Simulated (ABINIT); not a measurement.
The system is NiO.

```xyz
2
Lattice="0.0000 2.1134 2.1134 2.1134 0.0000 2.1134 2.1134 2.1134 0.0000" Properties=species:S:1:pos:R:3 pbc="T T T"
Ni    0.0000    0.0000    0.0000
O     2.1134    2.1134    2.1134
```

The cell isn't the ideal one: volume scaled by 1.04.

Base run:

- Program: ABINIT 10.8.3 (patched build)
- Functional: PBEsol
- Potentials or basis: PseudoDojo NC SR PBEsol v0.4.1 standard
- Cutoff: 1225 eV
- k mesh: 8 × 8 × 8, with 4 shifts
- Occupations: fermi-dirac, width 0.05 eV
- Spin: collinear spin, ferromagnetic start
- Starting moments: [1.0, 0.0] μB

Its results: pressure -19.5 GPa; net moment 0.00 μB per cell.

**Question.** The run is repeated on the same cell with these changes: k mesh from 8 × 8 × 8, with 4 shifts to 8 × 8 × 8. What comes out?

**Answer.** Pressure -12.3 GPa; net moment 1.79 μB per cell; site moments Ni +1.46; O +0.32 μB.

Caveats: Libxc's GGAs can fail where the two spin gradients oppose each other; small starting moments can end in a higher magnetic state in this program; a cell with one magnetic atom can't hold antiferromagnetic order, which such compounds often take (some runs).
